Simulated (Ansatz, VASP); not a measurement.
One calculation of CuI (Marshite), two programs

File INCAR:

```
SYSTEM = CuI
  ALGO = Normal
  EDIFF = 1E-6
  ENCUT = 520
  GGA = PS
  ISIF = 2
  ISMEAR = 0
  LASPH = .TRUE.
  LCHARG = .FALSE.
  LREAL = .FALSE.
  LWAVE = .FALSE.
  NBANDS = 16
  NELM = 100
  PREC = Accurate
  SIGMA = 0.01
```

File KPOINTS:

```
k-points
0
G
  4 4 4
  0 0 0
```

The input POSCAR:

```
CuI
1.0
    0.0000000000      3.0120429050      3.0120429050
    3.0120429050      0.0000000000      3.0120429050
    3.0120429050      3.0120429050      0.0000000000
Cu I
1 1
Direct
    0.2500000000      0.2500000000      0.2500000000
    0.0000000000      0.0000000000      0.0000000000
```

Input for Ansatz:

```yaml
crystal:
  lattice:
    - [0.0, 3.012042905, 3.012042905]
    - [3.012042905, 0.0, 3.012042905]
    - [3.012042905, 3.012042905, 0.0]
  atoms:
    - { symbol: Cu, position: [0.25, 0.25, 0.25] }
    - { symbol: I, position: [0.0, 0.0, 0.0] }
kpoints:
  mp_grid: { grid: [4, 4, 4] }
hamiltonian:
  xc: pbesol
scf:
  occupations: { method: fixed }
  n_extra_bands: 4
output:
  forces: true
  stress: true
  eigenvalues: true
```

Alike in both runs: task single point; functional PBEsol; k mesh 4 × 4 × 4; no spin polarisation.

```csv
,VASP,Ansatz
version,VASP 6.6.1,Ansatz 0.2.0
potentials or method,"VASP PAW PBE potentials, release 64 (Cu, I)",plane waves
plane-wave cutoff (eV),520,420
occupations,"gaussian, width 0.01 eV",fixed
valence electrons in the cell,18,36
```

|  | VASP | Ansatz | Ansatz less VASP |
| --- | --- | --- | --- |
| gap on the k mesh at the Fermi level (eV) | 1.08 | 1.05 | -0.023 |
| pressure (GPa) | -1.2 | -1.6 | -0.42 |

The two sets of potentials don't hold the same shells in valence.

Caveats: the k mesh is coarse (spacing up to 0.45 Å⁻¹), so the values aren't converged; the PAW data sets were made with another functional, which shifts forces and pressure a little (VASP); spin-orbit coupling is left out, which moves the levels of the heavy elements. Expect the measured gap to be larger: semilocal functionals such as PBEsol lack the derivative discontinuity.
